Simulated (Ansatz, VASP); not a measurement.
# In4Sb3As (random alloy of the zinc-blende InAs-InSb line, x = 0.75): VASP beside Ansatz

Wanted: the spread between two codes on one cell, functional and k mesh. Of the first pair: The structure shown is the start of the Ansatz relaxation below; VASP solves that cell, so the two are compared at the walk's first step.

Program: Ansatz 0.2.0. Level of theory: plane waves, with VASP 6.6.1 beside it; PBE. Results are calculated unless marked as measured.

### 1. Set-up

The cell holds 64 atoms: 32 In, 8 As and 24 Sb. Cell: a = 13.040 Å, b = 13.040 Å, c = 13.040 Å, α = 90.0°, β = 90.0°, γ = 90.0°. It derives from InSb. Zinc-blende InAs-InSb: 64 atoms, 24 of 32 As sites given to Sb at random, cell and internal coordinates interpolated linearly between the end members (Vegard's rule); (so at first; earlier steps may have moved the atoms), displaced by a Gaussian of 0.02 A. Lattice constants are starting values near those of PBE.

### 2. Ansatz: relaxation, PBE

Ansatz runs on its default PAW (the set named soft_2) files.

The two programs are compared at the cell with which this relaxation starts, whose forces are those of its first step.

input.yaml reads:

```yaml
crystal:
  lattice:
    - [13.04, 0.0, 0.0]
    - [0.0, 13.04, 0.0]
    - [0.0, 0.0, 13.04]
  atoms:
    - { symbol: In, position: [0.00249, 0.99906, 0.99919] }
    - { symbol: As, position: [0.12335, 0.12633, 0.12147] }
    - { symbol: In, position: [0.00268, 0.24883, 0.25049] }
    - { symbol: Sb, position: [0.12462, 0.37724, 0.37184] }
    - { symbol: In, position: [0.24951, 0.99941, 0.25174] }
    - { symbol: Sb, position: [0.37331, 0.12474, 0.37365] }
    - { symbol: In, position: [0.25006, 0.25089, 0.99831] }
    - { symbol: As, position: [0.37676, 0.37638, 0.12577] }
    - { symbol: In, position: [0.00138, 0.99895, 0.49981] }
    - { symbol: As, position: [0.12356, 0.12459, 0.62581] }
    - { symbol: In, position: [0.99894, 0.24939, 0.74895] }
    - { symbol: Sb, position: [0.1237, 0.37397, 0.87498] }
    - { symbol: In, position: [0.24829, 0.00036, 0.75255] }
    - { symbol: As, position: [0.37614, 0.12471, 0.87364] }
    - { symbol: In, position: [0.24885, 0.2526, 0.50008] }
    - { symbol: Sb, position: [0.37402, 0.37529, 0.62822] }
    - { symbol: In, position: [0.00018, 0.50095, 0.00046] }
    - { symbol: Sb, position: [0.12446, 0.62325, 0.12446] }
    - { symbol: In, position: [0.99968, 0.7509, 0.25129] }
    - { symbol: As, position: [0.12643, 0.87544, 0.37636] }
    - { symbol: In, position: [0.24884, 0.50192, 0.25079] }
    - { symbol: Sb, position: [0.37454, 0.62575, 0.37488] }
    - { symbol: In, position: [0.25174, 0.75233, 0.00335] }
    - { symbol: Sb, position: [0.37286, 0.87279, 0.12423] }
    - { symbol: In, position: [0.00025, 0.50134, 0.50048] }
    - { symbol: Sb, position: [0.1219, 0.62453, 0.62627] }
    - { symbol: In, position: [0.00035, 0.75117, 0.74966] }
    - { symbol: Sb, position: [0.12469, 0.87529, 0.87563] }
    - { symbol: In, position: [0.2503, 0.50018, 0.74897] }
    - { symbol: As, position: [0.37558, 0.62519, 0.87673] }
    - { symbol: In, position: [0.25184, 0.75028, 0.49942] }
    - { symbol: Sb, position: [0.37402, 0.87565, 0.62512] }
    - { symbol: In, position: [0.49947, 7.0e-05, 0.99905] }
    - { symbol: Sb, position: [0.62607, 0.12431, 0.12688] }
    - { symbol: In, position: [0.50062, 0.25091, 0.24832] }
    - { symbol: Sb, position: [0.62526, 0.37614, 0.37354] }
    - { symbol: In, position: [0.74959, 5.0e-05, 0.24789] }
    - { symbol: Sb, position: [0.87548, 0.1263, 0.37368] }
    - { symbol: In, position: [0.75054, 0.24799, 0.99994] }
    - { symbol: Sb, position: [0.87252, 0.37672, 0.12563] }
    - { symbol: In, position: [0.49996, 0.99881, 0.50195] }
    - { symbol: Sb, position: [0.62802, 0.12215, 0.6269] }
    - { symbol: In, position: [0.5025, 0.25052, 0.74816] }
    - { symbol: Sb, position: [0.62632, 0.37472, 0.87407] }
    - { symbol: In, position: [0.74811, 0.00084, 0.75122] }
    - { symbol: Sb, position: [0.87404, 0.1258, 0.87324] }
    - { symbol: In, position: [0.75123, 0.25007, 0.49971] }
    - { symbol: Sb, position: [0.87484, 0.37633, 0.62615] }
    - { symbol: In, position: [0.50081, 0.50021, 0.00012] }
    - { symbol: As, position: [0.62595, 0.62536, 0.12605] }
    - { symbol: In, position: [0.49952, 0.74627, 0.25159] }
    - { symbol: As, position: [0.62835, 0.87568, 0.37485] }
    - { symbol: In, position: [0.74979, 0.49982, 0.25003] }
    - { symbol: Sb, position: [0.87328, 0.62421, 0.37347] }
    - { symbol: In, position: [0.75038, 0.74955, 0.00076] }
    - { symbol: Sb, position: [0.87473, 0.87651, 0.12533] }
    - { symbol: In, position: [0.50336, 0.49709, 0.49901] }
    - { symbol: Sb, position: [0.62638, 0.62888, 0.62462] }
    - { symbol: In, position: [0.50007, 0.74965, 0.75204] }
    - { symbol: Sb, position: [0.62456, 0.87604, 0.87451] }
    - { symbol: In, position: [0.74805, 0.50048, 0.75077] }
    - { symbol: Sb, position: [0.87698, 0.62483, 0.87405] }
    - { symbol: In, position: [0.75086, 0.75037, 0.50043] }
    - { symbol: Sb, position: [0.87489, 0.87678, 0.62557] }
kpoints:
  mp_grid: { grid: [1, 1, 1] }
hamiltonian:
  xc: pbe
scf:
  occupations: { method: fermi_dirac, width: 0.05 }
output:
  forces: true
relax:
  f_tol: 0.05
  max_steps: 150
  cell: {}
```

The run is started by

```console
ansatz run input.yaml --threads 4 --pin off --max-ram 8192MiB --backend cpu --events-out ev --progress --plain --runs-dir out
```

Numbers of over 12 decimals in the logs are rounded to 6 here.

What it wrote:

```text
Engine: ansatz 0.2.0, aarch64-unknown-linux-gnu
Pseudopotentials: kind: paw
Pseudopotential: In, paw, valence charge 13, recommended cutoff 420 eV (normal), In.paw.azcp
Pseudopotential: As, paw, valence charge 15, recommended cutoff 420 eV (normal), As.paw.azcp
Pseudopotential: Sb, paw, valence charge 15, recommended cutoff 420 eV (normal), Sb.paw.azcp
Functional definition: PBE
  parameter kappa = 0.804
  parameter beta = 0.066725
  exchange = pbe_x(kappa = kappa, mu = beta*pi^2/3)
  correlation = pbe_c(beta = beta)
Crystal: 64 atoms, lattice volume = 2217.342 Å³
Basis set: ecut = 420 eV, 43387 PW (Γ), exchange–correlation on 180×180×180 points (8 copies of the dense FFT grid, shifted against one another)
Bands: 538, of which v1, the nominal top of the filled ones, is band 448 counted from 1 (447 counted from 0)
Symmetry: 1 space group operations
Space group: P1 (ITA 1), of the structure as read, at distance tolerance 1.3e-4 Å
k-points: 1
Non-local potential: In, projectors of the file, l = 0: 2, l = 1: 2, l = 2: 2, l = 3: 2
Non-local potential: As, projectors of the file, l = 0: 2, l = 1: 2, l = 2: 3, l = 3: 1
Non-local potential: Sb, projectors of the file, l = 0: 2, l = 1: 2, l = 2: 2, l = 3: 2
PAW form: soft (Blöchl's): semilocal exchange-correlation on the pseudo side does not see the compensation charge
PAW one-centre angular grid: In, 590 points (default); XC on 64 Gauss nodes
PAW one-centre angular grid: As, 590 points (default); XC on 64 Gauss nodes
PAW one-centre angular grid: Sb, 590 points (default); XC on 64 Gauss nodes
Initial density: superposition of atomic densities (neutral atoms: chi_scale 0, normalization atom), corrected by the library's trained network
Initial wavefunctions: pseudopotential atomic-orbital guess
Functional: x = pbe(κ = 0.804, μ = 0.219515), c = pbe(β = 0.066725)
SCF iter   1: F=—  HF=-373611.307389 eV  |F-HF|=—  |Δ(HF+E_count)|=         —  Δρ=1.13e-3  dr2=6.78e-2  ethr=1.77e-3  ⟨swp⟩=6.0  Hψ=1966  notcnv=0  defer=44
preconditioner: auto → LDOS  [insulator: Δε(μ)=0.376 eV  Ē_g=13.180 eV  σ=0.050 eV  W_gap=0.59  n_scr=460 (ndim 8)  ℏωp=18.9 eV  f_vac=0.127  D(μ)=26.36/eV (n_scr^D=122)  ε∞_Penn≈3.1  β→1.0]
SCF iter   2: F=—  HF=-373611.245017 eV  |F-HF|=—  |Δ(HF+E_count)|=   6.24e-2  Δρ=1.10e-3  dr2=2.67e-2  ethr=7.57e-6  ⟨swp⟩=3.0  Hψ=1350  notcnv=0  defer=72
SCF iter   3: F=—  HF=-373611.234257 eV  |F-HF|=—  |Δ(HF+E_count)|=   1.08e-2  Δρ=1.73e-4  dr2=1.13e-3  ethr=2.98e-6  ⟨swp⟩=2.0  Hψ=755  notcnv=0  defer=72
SCF iter   4: F=—  HF=-373611.234499 eV  |F-HF|=—  |Δ(HF+E_count)|=   2.42e-4  Δρ=6.99e-5  dr2=1.94e-4  ethr=1.26e-7  ⟨swp⟩=2.0  Hψ=878  notcnv=0  defer=72
SCF iter   5: F=—  HF=-373611.234504 eV  |F-HF|=—  |Δ(HF+E_count)|=   4.57e-6  Δρ=2.23e-5  dr2=4.35e-5  ethr=2.16e-8  ⟨swp⟩=2.0  Hψ=875  notcnv=0  defer=72
SCF iter   6: F=—  HF=-373611.235269 eV  |F-HF|=—  |Δ(HF+E_count)|=   7.66e-4  Δρ=9.21e-6  dr2=6.70e-6  ethr=4.85e-9  ⟨swp⟩=2.0  Hψ=563  notcnv=0  defer=72
SCF iter   7: F=—  HF=-373611.235268 eV  |F-HF|=—  |Δ(HF+E_count)|=   8.70e-7  Δρ=2.94e-6  dr2=9.85e-7  ethr=7.48e-10  ⟨swp⟩=2.0  Hψ=662  notcnv=0  defer=72
SCF iter   8: F=-373611.235268 eV  HF=-373611.235268 eV  |F-HF|=5.86e-8  |Δ(HF+E_count)|=   1.35e-7  Δρ=1.04e-6  dr2=8.83e-8  ethr=1.12e-11  ⟨swp⟩=3.0  Hψ=1927  notcnv=0
SCF 1 converged in 8 iterations: F = -373611.235268 eV  dr2 = 8.83e-8
  greatest PAW one-centre occupation: 0.999 electrons in one spin orbital (limit 2), on the As atom at site 1 (counted from 0), in its partial waves of l = 2
relax step   1: F+E_penalty+E_count = -373611.23526815 eV  Δ(F+E_penalty+E_count) = +0.000e0 eV  max|allowed force component| = 1.060e0 eV/Å  Δτ_max = 0.0000 Å  P = +1.048 GPa  Ω = 2217.342 Å³  (8 SCF iters, dr2 threshold 1.00e-7 eV, accepted)
Crystal: 64 atoms, lattice volume = 2294.781 Å³
Basis set: ecut = 420 eV, 44829 PW (Γ), exchange–correlation on 180×180×180 points (8 copies of the dense FFT grid, shifted against one another)
Initial density: handed on by an earlier stage of this run
Initial wavefunctions: those handed on with the density
iter 1 solved again at ethr=6.90e-5 eV; its pass at ethr=3.10e-3 eV (dr2=6.18e-1 eV) is discarded
SCF iter   1: F=—  HF=-373613.063265 eV  |F-HF|=—  |Δ(HF+E_count)|=         —  Δρ=6.95e-3  dr2=6.24e-1  ethr=6.90e-5  ⟨swp⟩=7.0  Hψ=2561  notcnv=0
preconditioner: auto → LDOS  [insulator: Δε(μ)=0.330 eV  Ē_g=13.057 eV  σ=0.050 eV  W_gap=0.63  n_scr=464 (ndim 8)  ℏωp=18.6 eV  f_vac=0.139  D(μ)=26.79/eV (n_scr^D=122)  ε∞_Penn≈3.0  β→1.0]
SCF iter   2: F=—  HF=-373613.014625 eV  |F-HF|=—  |Δ(HF+E_count)|=   4.86e-2  Δρ=3.13e-3  dr2=2.69e-1  ethr=6.90e-5  ⟨swp⟩=9.0  Hψ=2083  notcnv=0  defer=1
SCF iter   3: F=—  HF=-373612.926439 eV  |F-HF|=—  |Δ(HF+E_count)|=   8.82e-2  Δρ=9.37e-4  dr2=3.36e-2  ethr=3.00e-5  ⟨swp⟩=2.0  Hψ=925  notcnv=0  defer=72
[...]
atom  12  Sb    -0.00312243     0.00407076    -0.00310829
  atom  13  In     0.00029491     0.00050872    -0.00083200
  atom  14  As     0.00361940    -0.00146295     0.00001695
  atom  15  In    -0.00192932    -0.00238678    -0.00000120
  atom  16  Sb    -0.00288512    -0.00152417     0.00434231
  atom  17  In    -0.00069795     0.00000065    -0.00238329
  atom  18  Sb     0.00043820     0.00124271     0.00306220
  atom  19  In     0.00155168    -0.00008150     0.00026013
  atom  20  As     0.00695700     0.00089998     0.00126774
  atom  21  In     0.00375941    -0.00653173    -0.00508151
  atom  22  Sb    -0.00496877    -0.00108522     0.00349320
  atom  23  In     0.00206169    -0.00253112    -0.00880520
  atom  24  Sb    -0.00079241    -0.00110254    -0.00049956
  atom  25  In     0.00049376     0.00209696     0.00069976
  atom  26  Sb     0.00223794    -0.00622074     0.00270700
  atom  27  In    -0.00226992    -0.00008637    -0.00148856
  atom  28  Sb    -0.00428282     0.00213315     0.00893073
  atom  29  In     0.00037375     0.00273810    -0.00306363
  atom  30  As     0.00153851     0.00147413     0.00928132
  atom  31  In    -0.00543119     0.00350348    -0.00786770
  atom  32  Sb     0.00608978     0.00563310    -0.00168415
  atom  33  In    -0.00202345     0.00203217    -0.00775061
  atom  34  Sb    -0.00036230    -0.00433151     0.00219247
  atom  35  In    -0.00026619     0.00324108    -0.00406943
[...]
atom  57  In     0.00016888    -0.00139936    -0.00322461
  atom  58  Sb     0.00353155     0.00449483    -0.00031320
  atom  59  In    -0.00091419    -0.00413792    -0.00086664
  atom  60  Sb    -0.00112497     0.00117923     0.00267176
  atom  61  In    -0.00137314    -0.00200969    -0.00167077
  atom  62  Sb     0.00018391    -0.00062957     0.00227464
  atom  63  In    -0.00250868    -0.00292136     0.00298278
  atom  64  Sb     0.00024259     0.00052061     0.00219918
  max |Σ_I F_I| component: 3.84e-7 eV/Å
--- Stress (GPa, compression-positive) ---
       -0.008358       0.003331       0.001360
        0.003331      -0.008809      -0.000836
        0.001360      -0.000836      -0.006890
  P = ⅓ Tr σ = -0.0080 GPa (-0.080 kbar)
--- Relaxed structure (4 steps of the walk, 4 accepted, 1 SCFs on fresh bases) ---
  F+E_penalty+E_count = -373613.13752688 eV   max|allowed force component| = 1.169e-2 eV/Å   (the final SCF, on the basis selected at the relaxed cell)
  cell:  # Å, volume = 2256.8133 Å³
    - [13.126704, -0.00974319, -0.00809601]
    - [-0.00974319, 13.110751, -0.00806639]
    - [-0.00809601, -0.00806639, 13.113328]
  atoms:
    - { symbol: In, position: [0.00720162, 1.004676, 1.007904] }
    - { symbol: As, position: [0.129702, 0.124876, 0.125253] }
    - { symbol: In, position: [0.00603231, 0.242567, 0.243114] }
    - { symbol: Sb, position: [0.127605, 0.371500, 0.373054] }
    - { symbol: In, position: [0.239978, 0.999070, 0.248812] }
    - { symbol: Sb, position: [0.372303, 0.123250, 0.373399] }
    - { symbol: In, position: [0.255885, 0.245037, 1.006834] }
    - { symbol: As, position: [0.374995, 0.375084, 0.120875] }
    - { symbol: In, position: [0.012688, 1.000686, 0.500420] }
    - { symbol: As, position: [0.127785, 0.122921, 0.625528] }
    - { symbol: In, position: [1.008810, 0.244392, 0.744093] }
    - { symbol: Sb, position: [0.130731, 0.371840, 0.876923] }
    - { symbol: In, position: [0.251810, 0.011685, 0.749920] }
    - { symbol: As, position: [0.370512, 0.127359, 0.877286] }
    - { symbol: In, position: [0.245523, 0.243572, 0.506478] }
    - { symbol: Sb, position: [0.373156, 0.373604, 0.629348] }
    - { symbol: In, position: [0.00158117, 0.499015, -0.000620351] }
    - { symbol: Sb, position: [0.129204, 0.625376, 0.125657] }
    - { symbol: In, position: [1.007903, 0.756753, 0.255811] }
    - { symbol: As, position: [0.125985, 0.879446, 0.374775] }
    - { symbol: In, position: [0.257666, 0.492416, 0.243796] }
    - { symbol: Sb, position: [0.376264, 0.627499, 0.371142] }
    - { symbol: In, position: [0.257025, 0.745359, -0.00587817] }
    - { symbol: Sb, position: [0.375009, 0.875661, 0.125482] }
    - { symbol: In, position: [0.000848552, 0.500491, 0.497531] }
    - { symbol: Sb, position: [0.127645, 0.627576, 0.624797] }
    - { symbol: In, position: [-0.000382758, 0.751869, 0.751247] }
    - { symbol: Sb, position: [0.129283, 0.878692, 0.875472] }
    - { symbol: In, position: [0.256003, 0.506938, 0.757695] }
    - { symbol: As, position: [0.377348, 0.623355, 0.879398] }
    - { symbol: In, position: [0.245520, 0.757449, 0.492034] }
    - { symbol: Sb, position: [0.373597, 0.877046, 0.624814] }
    - { symbol: In, position: [0.491092, 0.00633582, 0.993707] }
    - { symbol: Sb, position: [0.621022, 0.125324, 0.125347] }
    - { symbol: In, position: [0.490766, 0.256297, 0.243808] }
    - { symbol: Sb, position: [0.623107, 0.376823, 0.371053] }
    - { symbol: In, position: [0.743474, -0.00476865, 0.255397] }
    - { symbol: Sb, position: [0.878394, 0.121742, 0.374664] }
    - { symbol: In, position: [0.749823, 0.249661, 0.999234] }
    - { symbol: Sb, position: [0.875365, 0.375118, 0.126195] }
    - { symbol: In, position: [0.504624, 0.993145, 0.492240] }
    - { symbol: Sb, position: [0.622892, 0.123259, 0.624982] }
    - { symbol: In, position: [0.493546, 0.243250, 0.757512] }
    - { symbol: Sb, position: [0.619452, 0.376740, 0.878769] }
    - { symbol: In, position: [0.750397, -0.00159286, 0.751446] }
    - { symbol: Sb, position: [0.879940, 0.124650, 0.875593] }
    - { symbol: In, position: [0.749637, 0.249451, 0.497572] }
    - { symbol: Sb, position: [0.877421, 0.373220, 0.624735] }
    - { symbol: In, position: [0.494144, 0.505408, 0.0073644] }
    - { symbol: As, position: [0.620915, 0.625587, 0.125251] }
    - { symbol: In, position: [0.510299, 0.751384, 0.248226] }
    - { symbol: As, position: [0.624489, 0.873589, 0.372696] }
    - { symbol: In, position: [0.744207, 0.507669, 0.243041] }
    - { symbol: Sb, position: [0.874190, 0.628932, 0.373138] }
    - { symbol: In, position: [0.743052, 0.745625, 0.00834666] }
    - { symbol: Sb, position: [0.875481, 0.875562, 0.128337] }
    - { symbol: In, position: [0.497325, 0.499353, 0.500545] }
    - { symbol: Sb, position: [0.622944, 0.627495, 0.625497] }
    - { symbol: In, position: [0.491184, 0.744776, 0.755907] }
    - { symbol: Sb, position: [0.621099, 0.873763, 0.877524] }
    - { symbol: In, position: [0.748547, 0.498225, 0.749835] }
    - { symbol: Sb, position: [0.872589, 0.625922, 0.877480] }
    - { symbol: In, position: [0.744125, 0.756874, 0.494524] }
    - { symbol: Sb, position: [0.877095, 0.877285, 0.621771] }
```

(Part 1 of 2 ends here.)

[Lines on the potential files, build, host, timing and source positions are cut from VASP's logs without a mark.]

[Logs are printed without paths, hosts, clocks, repeated set-up lines and the standing remarks that a program may print on its own settings, such as how far it seeks lower states.]

[Hosts, paths, dates, database ids (printed as entryN), source tags and the programs' standing remarks are cut or masked in the printed files.]
